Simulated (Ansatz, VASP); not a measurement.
**Two plane-wave programs on Sb**

File INCAR:

```
SYSTEM = Sb
PREC = Accurate
ENCUT = 520
EDIFF = 1E-7
ISMEAR = 0
SIGMA = 0.15
LREAL = .False.
LASPH = .True.
NELM = 80
ALGO = Normal
ISIF = 2
LWAVE = .False.
LCHARG = .False.
GGA = PS
NBANDS = 8
```

KPOINTS

```
Automatic mesh
0
Gamma
  16 16 16
  0 0 0
```

Contents of POSCAR:

```
Sb
1.0
    3.0810000000      0.0000000000      0.0000000000
    0.0000000000      3.0810000000      0.0000000000
    0.0000000000      0.0000000000      3.1600000000
Sb
1
Direct
    0.0000000000      0.0000000000      0.0000000000
```

Input for Ansatz:

```yaml
crystal:
  lattice:
    - [3.081, 0.0, 0.0]
    - [0.0, 3.081, 0.0]
    - [0.0, 0.0, 3.16]
  atoms:
    - { symbol: Sb, position: [0.0, 0.0, 0.0] }
basis:
  ecutwfc: 420
kpoints:
  mp_grid: { grid: [16, 16, 16] }
hamiltonian:
  xc: pbesol
scf:
  occupations: { method: gaussian, width: 0.15 }
output:
  forces: true
  stress: true
  eigenvalues: true
  write_density: true
  write_potential: true
  elf: true
  volumetric_format: npy
```

Change from the starting cell: strain -0.025 along x and y, +0.000 along z, atoms carried along.

Alike in both runs: task single point; functional PBEsol; k mesh 16 × 16 × 16; occupations gaussian, width 0.15 eV; no spin polarisation.

|  | VASP | Ansatz |
| --- | --- | --- |
| version | VASP 6.6.1 | Ansatz 0.2.0 |
| potentials or method | VASP PAW PBE potentials, release 64 (Sb) | scalar-relativistic, plane waves, PAW |
| plane-wave cutoff (eV) | 520 | 420 |
| valence electrons in the cell | 5 | 15 |

```csv
,VASP,Ansatz,Ansatz less VASP
gap on the k mesh at the Fermi level (eV),none,none,-
pressure (GPa),-2.5,-2.5,-0.08
largest component of the traceless stress (GPa),1.93,1.90,-0.030
```

A gap of «none» marks a metal or a gap that the smearing closes. The two sets of potentials don't hold the same shells in valence.

Caveats: the PAW data sets were made with another functional, which shifts forces and pressure a little (VASP). Spin-orbit coupling is left out, which matters for the levels of Sb.
